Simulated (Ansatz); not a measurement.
Runs of Ansatz 0.2.0 on BAs. Symmetry: F-43m, No. 216, cubic system. The conventional cell has a = 4.777 Å, b = 4.777 Å, c = 4.777 Å, α = 90.00°, β = 90.00°, γ = 90.00°. Around As (site symmetry -43m) lie 4 B at 2.07 Å. B (site symmetry -43m) has 4 As at 2.07 Å as nearest neighbours. 

```tsv
task	level	potentials or basis	cell	k mesh	cutoff (eV)	smearing	basis error allowed	gap on the mesh (eV)	pressure (GPa)	relaxed volume (Å³/atom)
Born charges and dielectric tensor	PBE	all-electron PAW datasets made for the crystal	as given	10 × 10 × 10	290	fixed	-	1.19	-	-
relaxation of cell and atoms	PBEsol	all-electron LAPW, scalar-relativistic	relaxed	10 × 10 × 10	-	fermi-dirac 0.05 eV	0.001 eV/atom	1.08	0.0	13.54
single point	RPBE	all-electron LAPW, scalar-relativistic	as given	10 × 10 × 10	314	gaussian 0.05 eV	0.001 eV/atom	1.22	5.4	-
relaxation of cell and atoms	BLYP+D4	all-electron LAPW, scalar-relativistic	relaxed	10 × 10 × 10	-	fermi-dirac 0.05 eV	0.001 eV/atom	(a)	0.0	(b)
single point	PBE	all-electron LAPW, scalar-relativistic	as given	6 × 6 × 6	287	fermi-dirac 0.02 eV	0.002 eV/atom	1.28	2.8	-
single point	PBE	all-electron LAPW, scalar-relativistic	as given	10 × 10 × 10	315	gaussian 0.024 eV	0.001 eV/atom	1.19	2.7	-
Born charges and dielectric tensor	PBEsol	all-electron PAW datasets made for the crystal	as given	10 × 10 × 10	290	fixed	-	1.09	-	-
single point	PBE	all-electron LAPW, scalar-relativistic	as given	10 × 10 × 10	315	gaussian 0.027 eV	0.001 eV/atom	1.19	2.7	-
```

Alike in all rows: no spin polarisation.

Estimate the missing entries.

(a) 1.40; (b) 13.51.

Caveats: the program warned that the printed levels may be off, so bands, gaps and densities of states are rough (some runs).

A k mesh can miss the band edges, and the runs leave out spin-orbit coupling on As.

The runs don't all hold the same shells in valence.
